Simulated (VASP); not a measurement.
Set up this calculation in VASP 6.6.1, as the native input.

```yaml
Task: relaxation of the atoms
Functional: r2SCAN
Potentials_or_basis: VASP PAW PBE potentials, release 64 (Cu)
Cutoff: 600 eV
k_mesh: 18 × 18 × 18
Occupations: methfessel-paxton, width 0.1 eV
Spin: no spin polarisation
Further_INCAR_settings: ALGO = Normal; EDIFF = 1e-07; IBRION = 2; EDIFFG = -0.01; NSW = 40
```

The structure of Cu lies in POSCAR:

```
Cu                                      
1.0
   -0.0000000000      1.7544635972      1.7544635972
    1.7544635972      0.0000000000      1.7544635972
    1.7544635972      1.7544635972     -0.0000000000
  Cu            
     1
Direct
     0.0000000000000000    0.0000000000000000    0.0000000000000000
```

The cell isn't the ideal one: a relaxed cell with its volume scaled by 0.94.

The input as run:

INCAR

```
PREC = Accurate
ENCUT = 600
EDIFF = 1E-7
ISMEAR = 1
SIGMA = 0.1
LREAL = False
LASPH = True
NELM = 80
ALGO = Normal
ISIF = 2
LWAVE = False
LCHARG = False
METAGGA = R2SCAN
LMIXTAU = True
IBRION = 2
NSW = 40
EDIFFG = -0.01
```

KPOINTS

```
regular mesh
0
Gamma
  18 18 18
```

Potentials or basis: VASP PAW PBE potentials, release 64 (Cu).

Launch:

```console
$ cat potpaw_PBE.64/Cu/POTCAR > POTCAR
$ mpirun -np 1 vasp_std > vasp.out
```

Results of the run:

The pressure after relaxing is 11.6 GPa and the band gap on the k mesh is none (metal or under the smearing width).

Caveat: the relaxation stopped at its first step, so nothing moved; the PAW data sets were made with another functional, which shifts forces and pressure a little.

It took 91 s on 1 thread of Intel(R) Xeon(R) Platinum 8259CL CPU @ 2.50GHz (Skylake/Cascade Lake), on a shared host, peak memory 0.15 GiB.
